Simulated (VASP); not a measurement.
# Se (Pm-3m) in VASP: a series of runs

Runs on Se. Level: PBE. Tasks: single point.

Everything below comes from runs of VASP 6.6.1. Logs are shortened: lines on timing, memory, paths and dates and some standing lists are left out, and cuts for length are marked.

### Step 1. The structure

The structure is cubic, space group Pm-3m (No. 221). Conventional cell: a = 2.811 Å, b = 2.811 Å, c = 2.811 Å, α = 90.00°, β = 90.00°, γ = 90.00°. Se (site symmetry m-3m) is surrounded by 6 Se at 2.81 Å.

This isn't the form of Se at room conditions, which is trigonal, of chains.

### Step 2. Single point, PBE

Input file INCAR:

```
ADDGRID = F
ALGO = Normal
EDIFF = 1E-6
ENCUT = 460
GGA = PE
ISIF = 2
ISMEAR = 0
LASPH = T
LCHARG = F
LREAL = F
LWAVE = F
NELM = 100
PREC = Accurate
SIGMA = 0.5
```

Input file KPOINTS:

```
k-points
0
Gamma
  5 5 5
```

Input file POSCAR:

```
Se
1.0
    2.8105630200      0.0000000000      0.0000000000
    0.0000000000      2.8105630200      0.0000000000
    0.0000000000      0.0000000000      2.8105630200
Se
1
Direct
    0.0000000000      0.0000000000      0.0000000000
```

Potentials or basis: VASP PAW PBE potentials, release 64 (Se).

Run with:

```console
$ cat potpaw_PBE.64/Se/POTCAR > POTCAR
$ mpirun -np 1 vasp_std > vasp.out
```

OUTCAR:

```text
EDIFF = 1E-6
   ENCUT = 460
   GGA = PE
   ISIF = 2
   ISMEAR = 0
   LASPH = T
   LREAL = F
   NELM = 100
   PREC = Accurate

 Found     10 irreducible k-points:

 Following reciprocal coordinates:
            Coordinates               Weight
  0.000000  0.000000  0.000000      1.000000
  0.200000  0.000000  0.000000      6.000000
  0.400000  0.000000  0.000000      6.000000
  0.200000  0.200000  0.000000     12.000000
  0.400000  0.200000  0.000000     24.000000
  0.400000  0.400000  0.000000     12.000000
   k-points           NKPTS =     10   k-points in BZ     NKDIM =     10   number of bands    NBANDS=      7
   number of dos      NEDOS =    301   number of ions     NIONS =      1
   total plane-waves  NPLWV =   8000
   dimension x,y,z NGX =    20 NGY =   20 NGZ =   20
   dimension x,y,z NGXF=    40 NGYF=   40 NGZF=   40
   ions per type =               1
   NGX,Y,Z   is equivalent  to a cutoff of  11.83, 11.83, 11.83 a.u.
   NGXF,Y,Z  is equivalent  to a cutoff of  23.66, 23.66, 23.66 a.u.
 SYSTEM =  unknown system
   PREC   = accura    normal or accurate (medium, high low for compatibility)
   ISTART =      0    job   : 0-new  1-cont  2-samecut
   ICHARG =      2    charge: 1-file 2-atom 10-const
   ISPIN  =      1    spin polarized calculation?
   LNONCOLLINEAR =      F non collinear calculations
   LSORBIT =      F    spin-orbit coupling
   LASPH  =      T    aspherical Exc in radial PAW
   ENCUT  =  460.0 eV  33.81 Ry    5.81 a.u.   4.92  4.92  4.92*2*pi/ulx,y,z
   NELM   =    100;   NELMIN=  2; NELMDL= -5     # of ELM steps
   EDIFF  = 0.1E-05   stopping-criterion for ELM
   LREAL  =      F    real-space projection
   EDIFFG = 0.1E-04   stopping-criterion for IOM
   NSW    =      0    number of steps for IOM
   IBRION =     -1    ionic relax: 0-MD 1-quasi-New 2-CG
   NFREE  =      0    steps in history (QN), initial steepest desc. (CG)
   ISIF   =      2    stress and relaxation
   ISYM   =      2    0-nonsym 1-usesym 2-fastsym
   POTIM  = 0.5000    time-step for ionic-motion
   TEBEG  =    0.0;   TEEND  =   0.0 temperature during run
   PSTRESS=    0.0 pullay stress
   NELECT =       6.0000    total number of electrons
   NUPDOWN=      -1.0000    fix difference up-down
   EMIN   =  10.00;   EMAX   =-10.00  energy-range for DOS
   EFERMI =   0.00;   METHOD = LEGACY
   ISMEAR =     0;   SIGMA  =   0.50  broadening in eV -4-tet -1-fermi 0-gaus
   EFERMI_NEDOS =   21; number of points for ismear=-14 and -15
   IALGO  =     38    algorithm
   IMIX   =      4    mixing-type and parameters
     AMIX     =   0.40;   BMIX     =  1.00
     AMIX_MAG =   1.60;   BMIX_MAG =  1.00
  volume/ion in A,a.u.               =      22.20       149.82
  Fermi-wavevector in a.u.,A,eV,Ry     =   1.058438  2.000157 15.242472  1.120290
  Thomas-Fermi vector in A             =   2.193747
   LORBIT       =      0    0 simple, 1 ext, 2 COOP (PROOUT), +10 PAW based schemes
   GGA     = PE    functional components
   LHFCALC =     F    Hartree Fock is set to
   AEXX    =    0.0000 exact exchange contribution
   IVDW    =     0    specifies the selected vdW correction
   LEPSILON=     F    determine dielectric tensor
   LRPA    =     F    only Hartree local field effects (RPA)
 non-spin polarized calculation
 Gauss-broadening in eV      SIGMA  =   0.50
  energy-cutoff  :      460.00
  volume of cell :       22.20
 maximum number of plane-waves:       507
 NGX is ok and might be reduce to    20
   NGX =  9   NGY =  9   NGZ =  9

 number of electron       5.9999999 magnetization

 Free energy of the ion-electron system (eV)
  ---------------------------------------------------
  ext. energy  EPLUGINS =         0.00000000
  ---------------------------------------------------
  free energy    TOTEN  =        -3.18412050 eV

  energy without entropy =       -3.06148667  energy(sigma->0) =       -3.12280359

 E-fermi :   4.5047     XC(G=0): -10.0066

 val. band max:        4.3582297245   @ k =   0.4000   0.2000   0.2000
 cond. band min:       4.6492549909   @ k =   0.4000   0.2000   0.2000
 fundamental gap:      0.2910252664
 Fermi energy:         4.5046574857

 k-point     1 :       0.0000    0.0000    0.0000
  band No.  band energies     occupation
      1     -11.2979      2.00000
      2       6.3161      0.00000
      3       6.3161      0.00000
      4       6.3161      0.00000
      5      12.6407      0.00000
      6      12.6407      0.00000
      7      12.8599      0.00000

 k-point     2 :       0.2000    0.0000    0.0000
  band No.  band energies     occupation
      1     -10.7377      2.00000
      2       2.4257      2.00000
      3       6.7473      0.00000
      4       6.7473      0.00000
      5      13.2048      0.00000
      6      13.4779      0.00000
      7      17.6403      0.00000

 k-point     3 :       0.4000    0.0000    0.0000
  band No.  band energies     occupation
      1      -9.4760      2.00000
      2      -1.5397      2.00000
      3       7.5986      0.00000
      4       7.5986      0.00000
      5      14.5050      0.00000
      6      15.4920      0.00000
      7      18.7631      0.00000

 k-point     4 :       0.2000    0.2000    0.0000
  band No.  band energies     occupation
      1     -10.1785      2.00000
      2       2.8931      1.99999
      3       2.9795      1.99998
      4       7.1711      0.00000
      5      13.9072      0.00000
      6      16.1973      0.00000
      7      18.5095      0.00000

 k-point     5 :       0.4000    0.2000    0.0000
  band No.  band energies     occupation
      1      -8.9189      2.00000
      2      -1.0046      2.00000
      3       4.0214      1.82835
      4       8.0032      0.00000
      5      12.9061      0.00000
      6      15.7549      0.00000
      7      19.5595      0.00000

 k-point     6 :       0.4000    0.4000    0.0000
  band No.  band energies     occupation
      1      -7.6622      2.00000
      2       0.1318      2.00000
      3       0.1754      2.00000
      4       8.7859      0.00000
      5       8.9969      0.00000
      6      17.3890      0.00000
      7      20.7088      0.00000

 [... further k-points ...]
[... 5 lines left out ...]
  --------------------------------------------------------------------------------------
  -------------------------------------------------------------------------------------
  Total        0.2671331      0.2671331      0.2671331      0.0000000      0.0000000     -0.0000000
  in kB       19.2778375     19.2778375     19.2778375      0.0000000      0.0000000     -0.0000000
  external PRESSURE =      19.2778375 kB  Pullay stress =       0.0000000 kB

 VOLUME and BASIS-vectors are now :
 -----------------------------------------------------------------------------
  energy-cutoff  :      460.00
  volume of cell :       22.20
      direct lattice vectors                 reciprocal lattice vectors
     2.810563020  0.000000000  0.000000000     0.355800597  0.000000000  0.000000000
     0.000000000  2.810563020  0.000000000     0.000000000  0.355800597  0.000000000
     0.000000000  0.000000000  2.810563020     0.000000000  0.000000000  0.355800597

 POSITION                                       TOTAL-FORCE (eV/Angst)
 -----------------------------------------------------------------------------------
      0.00000      0.00000      0.00000         0.000000      0.000000      0.000000
 -----------------------------------------------------------------------------------
    total drift:                               -0.000000     -0.000000      0.000000

  FREE ENERGIE OF THE ION-ELECTRON SYSTEM (eV)
  ---------------------------------------------------
  free  energy   TOTEN  =        -3.1841205033 eV

  energy  without entropy=       -3.0614866721  energy(sigma->0) =       -3.12280359
```

It took 1.4 s on 1 thread of Intel Xeon 6975P-C (Granite Rapids), shared host; peak memory 0.11 GiB.

These settings aren't checked as converged: the numbers below hold their error.

What came out:

```yaml
Free_energy: -3.1841 eV
Pressure: 1.9 GPa
Band_gap_on_the_k_mesh: none (metal or under the smearing width)
```

Caveat: the k mesh is coarse (spacing up to 0.45 Å⁻¹), so the values aren't converged.

### Step 3. Single point, PBE

Changes to INCAR since step 2:

```diff
@@ -13,2 +13,2 @@
 PREC = Accurate
-SIGMA = 0.5
+SIGMA = 0.2
```

KPOINTS is that of step 2.

POSCAR is that of step 2.

Potentials or basis: VASP PAW PBE potentials, release 64 (Se).

Run with:

```console
$ cat potpaw_PBE.64/Se/POTCAR > POTCAR
$ mpirun -np 1 vasp_std > vasp.out
```

Wall time 1.6 s (1 thread of Intel Xeon 6975P-C (Granite Rapids), shared host); peak memory 0.11 GiB.

These settings aren't checked as converged: the numbers below hold their error.

What came out:

```yaml
Free_energy: -3.1253 eV
Pressure: 0.7 GPa
Band_gap_on_the_k_mesh: none (metal or under the smearing width)
```

Caveat: the k mesh is coarse (spacing up to 0.45 Å⁻¹), so the values aren't converged.
